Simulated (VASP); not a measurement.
# SnO (Romarchite) (P4/nmm) in VASP: settings compared, part 2 of 2

VASP 6.6.1. The steps go on from the part before.

## Step 4: Relaxation of cell and atoms, PBE+D3(BJ)

Contents of INCAR:

```
PREC = Accurate
ENCUT = 600
EDIFF = 1E-6
ISMEAR = 0
SIGMA = 0.03
LREAL = False
LASPH = True
NELM = 80
ALGO = Normal
ISIF = 3
LWAVE = False
LCHARG = False
GGA = PE
IVDW = 12
IBRION = 2
NSW = 90
EDIFFG = -0.01
KPAR = 4
```

Contents of KPOINTS:

```
Automatic mesh
0
Gamma
  8 8 6
```

Contents of POSCAR:

```
SnO
1.0
    3.7986000000      0.0000000000      0.0000000000
    0.0000000000      3.7986000000      0.0000000000
    0.0000000000      0.0000000000      4.8408000000
Sn O
2 2
Direct
    0.5000000000      0.0000000000      0.2369000000
    0.0000000000      0.5000000000      0.7631000000
    0.0000000000      0.0000000000      0.0000000000
    0.5000000000      0.5000000000      0.0000000000
```

The run is started by

```
> cat potpaw_PBE.64/Sn_d/POTCAR potpaw_PBE.64/O/POTCAR > POTCAR
> mpirun -np 4 vasp_std > vasp.out
```

Run time: 1.9 min. Hardware: 4 MPI ranks of Intel Xeon 6975P-C (Granite Rapids), shared host; peak memory 0.27 GiB.

Results (log left out):

| Quantity | Value |
| --- | --- |
| Free energy | -23.6336 eV |
| Relaxed volume | 17.39 Å³/atom |
| Relaxed cell | a = 3.835 Å, b = 3.835 Å, c = 4.728 Å, α = 90.00°, β = 90.00°, γ = 90.00° |
| Space group after relaxing (to 0.05 Å) | P4/nmm (No. 129) |
| Energy gained by relaxing | 7.0 meV/atom |
| Ionic steps | 15 |
| Pressure after relaxing | 0.0 GPa |
| Largest force after relaxing | 0.004 eV/Å |
| Band gap on the k mesh | none (metal or under the smearing width) |
| Dispersion energy per atom | -0.237 eV |

Forces in eV/Å, atoms in the order of the input:
```
Sn   0.000  0.000 -0.004
Sn   0.000  0.000  0.004
O    0.000  0.000  0.000
O    0.000  0.000  0.000
```

Stress tensor (GPa, compression positive):
```
-0.04  0.00  0.00
 0.00 -0.04  0.00
 0.00  0.00  0.04
```

The path:
| step | energy change (eV) | largest force (eV/Å) | pressure (GPa) | volume (Å³) |
| --- | --- | --- | --- | --- |
| 1 | 0.0000 | 0.5986 | 2.85 | 69.85 |
| 2 | 0.0007 | 0.5050 | -2.93 | 73.04 |
| 3 | -0.0222 | 0.0328 | -0.21 | 71.39 |
| 4 | -0.0222 | 0.0443 | -0.09 | 71.36 |
| 5 | -0.0234 | 0.0545 | -0.12 | 71.24 |
| 6 | -0.0256 | 0.0856 | -0.12 | 70.88 |
| 7 | -0.0239 | 0.1446 | -0.08 | 70.13 |
| 8 | -0.0259 | 0.1072 | -0.12 | 70.66 |
| 9 | -0.0269 | 0.0494 | -0.19 | 70.42 |
| 10 | -0.0275 | 0.0452 | -0.41 | 69.97 |
| 11 | -0.0279 | 0.0041 | 0.09 | 69.37 |
| 12 | -0.0280 | 0.0122 | -0.01 | 69.50 |
| 13 | -0.0280 | 0.0142 | -0.05 | 69.53 |
| 14 | -0.0280 | 0.0153 | -0.02 | 69.52 |
| 15 | -0.0280 | 0.0041 | -0.02 | 69.55 |

Final structure:
```
CELL_PARAMETERS angstrom
3.83538 0.00000 0.00000
0.00000 3.83538 0.00000
0.00000 0.00000 4.72805
ATOMIC_POSITIONS crystal
Sn 0.50000 0.00000 0.24596
Sn 0.00000 0.50000 0.75404
O 0.00000 0.00000 0.00000
O 0.50000 0.50000 0.00000
```

Levels at points of the mesh, in eV from the Fermi level:
```tsv
k point	band 16	band 17	band 18	band 19	band 20	band 21	band 22	band 23	band 24
(0.00, 0.00, 0.00)	-6.08	-3.33	-3.03	-3.03	0.01	2.21	4.48	4.48	4.80
(0.50, 0.00, 0.00)	-4.80	-4.67	-4.67	-2.69	-2.69	3.33	3.33	5.78	5.78
(0.50, 0.50, 0.00)	-4.91	-2.38	-2.38	-1.86	-1.86	-0.06	-0.06	4.56	4.56
(0.00, 0.00, 0.50)	-3.42	-3.04	-3.04	-2.94	-2.08	1.75	2.77	2.77	3.54
(0.50, 0.00, 0.50)	-5.33	-4.62	-4.62	-1.67	-1.67	2.74	2.74	5.24	5.24
(0.50, 0.50, 0.50)	-5.47	-2.77	-2.77	-2.38	-2.38	2.32	2.32	4.30	4.30
```

Caveat: pairwise dispersion overbinds metals, which lowers pressure and volume.

## Step 5: Relaxation of cell and atoms, HSE06

This run uses another cell than the first one, of 17.39 Å³/atom, 0.996 times its volume.

Contents of POSCAR:

```
SnO                                     
1.0
    3.8353841591      0.0000000000      0.0000000000
    0.0000000000      3.8353841591     -0.0000000000
    0.0000000000     -0.0000000000      4.7280509425
  Sn              O             
     2     2
Direct
     0.5000000000000000    0.0000000000000000    0.2459634789621188
     0.0000000000000000    0.5000000000000000    0.7540365210378813
     1.0000000000000000    0.0000000000000000    1.0000000000000000
     0.5000000000000000    0.5000000000000000    0.0000000000000000
```

Contents of INCAR.step1:

```
PREC = Accurate
ENCUT = 520
EDIFF = 1E-5
ISMEAR = 0
SIGMA = 0.03
LREAL = False
LASPH = True
NELM = 80
ALGO = Normal
LWAVE = True
LCHARG = False
KPAR = 4
GGA = PE
```

Contents of INCAR.step2:

```
PREC = Accurate
ENCUT = 520
EDIFF = 1E-6
ISMEAR = 0
SIGMA = 0.03
LREAL = False
LASPH = True
NELM = 80
ALGO = Normal
ISIF = 3
LWAVE = False
LCHARG = False
GGA = PE
LHFCALC = True
HFSCREEN = 0.2
PRECFOCK = Fast
IBRION = 2
NSW = 25
EDIFFG = -0.01
KPAR = 4
ISTART = 1
```

Contents of KPOINTS:

```
Automatic mesh
0
Gamma
  4 4 4
```

The run is started by

```
> cat potpaw_PBE.64/Sn_d/POTCAR potpaw_PBE.64/O/POTCAR > POTCAR
> cp INCAR.step1 INCAR
> mpirun -np 4 vasp_std > vasp.out
> cp INCAR.step2 INCAR
> mpirun -np 4 vasp_std > vasp.out
```

Run time: 34 min. Hardware: 4 MPI ranks of Intel Xeon 6975P-C (Granite Rapids), shared host; peak memory 0.33 GiB.

The run converged. Its results:

```yaml
Free_energy: -28.0816 eV
Relaxed_volume: 18.08 Å³/atom
Relaxed_cell: a = 3.803 Å, b = 3.803 Å, c = 5.001 Å, α = 90.00°, β = 90.00°, γ = 90.00°
Space_group_after_relaxing_to_0.05_Å: P4/nmm (No. 129)
Energy_gained_by_relaxing: 10.7 meV/atom
Ionic_steps: 11
Pressure_after_relaxing: 0.0 GPa
Largest_force_after_relaxing: 0.005 eV/Å
Band_gap_on_the_k_mesh: 0.71 eV, indirect (least direct gap 2.66 eV)
```

Forces on the atoms (eV/Å):
```
Sn   0.000  0.000  0.005
Sn   0.000  0.000 -0.005
O    0.000  0.000  0.000
O    0.000  0.000  0.000
```

The path:
```csv
step,energy change (eV),largest force (eV/Å),pressure (GPa),volume (Å³)
1,0.0000,0.6596,-2.19,69.55
2,-0.0008,0.4559,3.63,67.18
3,-0.0200,0.1137,0.62,68.33
4,-0.0251,0.0881,0.54,68.77
5,-0.0361,0.0143,0.33,70.09
6,-0.0415,0.1314,0.13,72.73
7,-0.0419,0.1129,0.17,72.34
8,-0.0382,0.2769,-1.25,73.10
9,-0.0425,0.0071,-0.21,72.54
10,-0.0426,0.0033,0.17,72.19
11,-0.0428,0.0048,0.01,72.33
```

Final structure:
```
Sn O
1.0
     3.80317    0.00000    0.00000
     0.00000    3.80317    0.00000
     0.00000    0.00000    5.00054
Sn O
2 2
Direct
  0.50000 0.00000 0.22988
  0.00000 0.50000 0.77012
  0.00000 0.00000 0.00000
  0.50000 0.50000 0.00000
```

Levels at points of the mesh, in eV from the valence-band top:
```csv
k point,band 16,band 17,band 18,band 19,band 20,band 21,band 22,band 23,band 24
"(0.00, 0.00, 0.00)",-7.22,-4.41,-4.08,-4.08,0.00,2.66,4.69,5.65,5.65
"(0.50, 0.00, 0.00)",-6.03,-5.88,-5.88,-3.08,-3.08,3.70,3.70,6.93,6.93
"(0.50, 0.50, 0.00)",-6.19,-3.36,-3.36,-2.17,-2.17,0.71,0.71,5.06,5.06
"(0.00, 0.00, 0.50)",-4.46,-4.09,-4.09,-3.48,-2.85,2.38,3.86,3.86,4.40
"(0.50, 0.00, 0.50)",-6.40,-5.85,-5.85,-2.17,-2.17,3.02,3.02,6.44,6.44
"(0.50, 0.50, 0.50)",-6.52,-3.36,-3.36,-2.87,-2.87,2.95,2.95,4.55,4.55
```

Caveat: the PAW data sets were made with another functional, which shifts forces and pressure a little; spin-orbit coupling is left out, which moves the levels of the heavy elements. A k mesh can miss the band edges.

## Step 6: Relaxation of cell and atoms, PBE+D3(BJ)

Contents of INCAR:

```
ALGO = Normal
EDIFF = 1E-6
EDIFFG = -0.01
ENCUT = 600
GGA = PE
IBRION = 2
ISIF = 3
ISMEAR = 0
IVDW = 12
KPAR = 2
LASPH = True
LCHARG = False
LREAL = False
LWAVE = False
NELM = 80
NSW = 90
PREC = Accurate
SIGMA = 0.03
```

Contents of KPOINTS:

```
k-points
0
Gamma
  8 8 6
```

Contents of POSCAR:

```
SnO
1.0
    3.7986000000      0.0000000000      0.0000000000
    0.0000000000      3.7986000000      0.0000000000
    0.0000000000      0.0000000000      4.8408000000
Sn O
2 2
Direct
    0.5000000000      0.0000000000      0.2369000000
    0.0000000000      0.5000000000      0.7631000000
    0.0000000000      0.0000000000      0.0000000000
    0.5000000000      0.5000000000      0.0000000000
```

Potentials or basis: VASP PAW PBE potentials, release 64 (Sn_d, O).

The run is started by

```
> cat potpaw_PBE.64/Sn_d/POTCAR potpaw_PBE.64/O/POTCAR > POTCAR
> mpirun -np 2 vasp_std > vasp.out
```

OUTCAR:

```text
EDIFF = 1E-6
   EDIFFG = -0.01
   ENCUT = 600
   GGA = PE
   IBRION = 2
   ISIF = 3
   ISMEAR = 0
   IVDW = 12
   LASPH = True
   LREAL = False
   NELM = 80
   NSW = 90
   PREC = Accurate
 IVDW          = 12

 ion  position               nearest neighbor table
   1  0.500  0.000  0.237-   3 2.22   4 2.22   4 2.22   3 2.22   2 3.53   2 3.53   2 3.53   2 3.53
                             2 3.70   2 3.70   2 3.70   2 3.70
   2  0.000  0.500  0.763-   3 2.22   4 2.22   3 2.22   4 2.22   1 3.53   1 3.53   1 3.53   1 3.53
                             1 3.70   1 3.70   1 3.70   1 3.70
   3  0.000  0.000  0.000-   1 2.22   2 2.22   2 2.22   1 2.22
   4  0.500  0.500  0.000-   1 2.22   2 2.22   1 2.22   2 2.22

  LATTYP: Found a simple tetragonal cell.
 ALAT       =     3.7986000000
 C/A-ratio  =     1.2743642395

  Lattice vectors:

 A1 = (   3.7986000000,   0.0000000000,   0.0000000000)
 A2 = (   0.0000000000,   3.7986000000,   0.0000000000)
 A3 = (   0.0000000000,   0.0000000000,   4.8408000000)

Analysis of symmetry for initial positions (statically):
=====================================================================
 Subroutine PRICEL returns:
 Original cell was already a primitive cell.

 Routine SETGRP: Setting up the symmetry group for a
 simple tetragonal supercell.

 Subroutine GETGRP returns: Found 16 space group operations
 (whereof  8 operations were pure point group operations)
 out of a pool of 16 trial point group operations.

The static configuration has the point symmetry D_2d.
 The point group associated with its full space group is D_4h.

[... 168 lines left out ...]

------------------------ aborting loop because EDIFF is reached ----------------------------------------

 Edisp (eV)   -0.94143

 E8    (eV) :    -0.4083
[... 111 lines left out ...]
  FREE ENERGIE OF THE ION-ELECTRON SYSTEM (eV)
  ---------------------------------------------------
  free  energy   TOTEN  =       -23.6277497705 eV

  energy  without entropy=      -23.6277091807  energy(sigma->0) =      -23.62772948

[... ionic steps 4 to 12 ...]

--------------------------------------- Ionic step       13  -------------------------------------------

 number of electron      40.0000017 magnetization

------------------------ aborting loop because EDIFF is reached ----------------------------------------
[... 79 lines left out ...]
--------------------------------------- Ionic step       15  -------------------------------------------

 number of electron      40.0000017 magnetization

 Free energy of the ion-electron system (eV)
  ---------------------------------------------------
  ext. energy  EPLUGINS =         0.00000000
  ---------------------------------------------------
  free energy    TOTEN  =       -22.68688927 eV

  energy without entropy =      -22.68667070  energy(sigma->0) =      -22.68677999

 E-fermi :   7.1662     XC(G=0): -10.3242

 val. band max:        7.1569450214   @ k =   0.1250   0.0000   0.0000
 cond. band min:       7.1726656628   @ k =   0.0000   0.0000   0.0000
 fundamental gap:      0.0157206414
 Fermi energy:         7.1662069602

 k-point     1 :       0.0000    0.0000    0.0000
  band No.  band energies     occupation
      1     -14.7562      2.00000
      2     -14.3706      2.00000
      3     -14.3706      2.00000
      4     -14.3592      2.00000
      5     -14.3310      2.00000
      6     -14.3233      2.00000
[... 637 lines left out ...]
     23      12.1445      0.00000
     24      12.1445      0.00000

 [... further k-points ...]

------------------------ aborting loop because EDIFF is reached ----------------------------------------

 Edisp (eV)   -0.94667

 E8    (eV) :    -0.4108
[... 27 lines left out ...]
  FREE ENERGIE OF THE ION-ELECTRON SYSTEM (eV)
  ---------------------------------------------------
  free  energy   TOTEN  =       -23.6335642369 eV

  energy  without entropy=      -23.6333456602  energy(sigma->0) =      -23.63345495

 reached required accuracy - stopping structural energy minimisation
```

Run time: 6.1 min. Hardware: 2 MPI ranks of Intel Xeon Platinum 8375C at 2.90GHz (Ice Lake), shared host; peak memory 0.26 GiB.

Results:

```
Free energy                            : -23.6336 eV
Relaxed volume                         : 17.39 Å³/atom
Relaxed cell                           : a = 3.835 Å, b = 3.835 Å, c = 4.728 Å, α = 90.00°, β = 90.00°, γ = 90.00°
Space group after relaxing (to 0.05 Å) : P4/nmm (No. 129)
Energy gained by relaxing              : 7.0 meV/atom
Ionic steps                            : 15
Pressure after relaxing                : 0.0 GPa
Largest force after relaxing           : 0.004 eV/Å
Band gap on the k mesh                 : none (metal or under the smearing width)
Dispersion energy per atom             : -0.237 eV
```

Forces in eV/Å, atoms in the order of the input:
```
Sn   0.000  0.000 -0.004
Sn   0.000  0.000  0.004
O    0.000  0.000  0.000
O    0.000  0.000  0.000
```

Stress tensor (GPa, compression positive):
```
-0.04  0.00  0.00
 0.00 -0.04  0.00
 0.00  0.00  0.04
```

The path:
| step | energy change (eV) | largest force (eV/Å) | pressure (GPa) | volume (Å³) |
| --- | --- | --- | --- | --- |
| 1 | 0.0000 | 0.5986 | 2.85 | 69.85 |
| 2 | 0.0007 | 0.5050 | -2.93 | 73.04 |
| 3 | -0.0222 | 0.0328 | -0.21 | 71.39 |
| 4 | -0.0222 | 0.0443 | -0.09 | 71.36 |
| 5 | -0.0234 | 0.0545 | -0.12 | 71.24 |
| 6 | -0.0256 | 0.0856 | -0.12 | 70.88 |
| 7 | -0.0239 | 0.1446 | -0.08 | 70.13 |
| 8 | -0.0259 | 0.1072 | -0.12 | 70.66 |
| 9 | -0.0269 | 0.0494 | -0.19 | 70.42 |
| 10 | -0.0275 | 0.0452 | -0.41 | 69.97 |
| 11 | -0.0279 | 0.0041 | 0.09 | 69.37 |
| 12 | -0.0280 | 0.0122 | -0.01 | 69.50 |
| 13 | -0.0280 | 0.0142 | -0.05 | 69.53 |
| 14 | -0.0280 | 0.0153 | -0.02 | 69.52 |
| 15 | -0.0280 | 0.0041 | -0.02 | 69.55 |

Final structure:
```
CELL_PARAMETERS angstrom
3.83538 0.00000 0.00000
0.00000 3.83538 0.00000
0.00000 0.00000 4.72805
ATOMIC_POSITIONS crystal
Sn 0.50000 0.00000 0.24596
Sn 0.00000 0.50000 0.75404
O 0.00000 0.00000 0.00000
O 0.50000 0.50000 0.00000
```

Levels at points of the mesh, in eV from the Fermi level:
```
           k point  band 16  band 17  band 18  band 19  band 20  band 21  band 22  band 23  band 24
(0.00, 0.00, 0.00)    -6.08    -3.33    -3.03    -3.03     0.01     2.21     4.48     4.48     4.80
(0.50, 0.00, 0.00)    -4.80    -4.67    -4.67    -2.69    -2.69     3.33     3.33     5.78     5.78
(0.50, 0.50, 0.00)    -4.91    -2.38    -2.38    -1.86    -1.86    -0.06    -0.06     4.56     4.56
(0.00, 0.00, 0.50)    -3.42    -3.04    -3.04    -2.94    -2.08     1.75     2.77     2.77     3.54
(0.50, 0.00, 0.50)    -5.33    -4.62    -4.62    -1.67    -1.67     2.74     2.74     5.24     5.24
(0.50, 0.50, 0.50)    -5.47    -2.77    -2.77    -2.38    -2.38     2.32     2.32     4.30     4.30
```

Caveat: pairwise dispersion overbinds metals, which lowers pressure and volume.
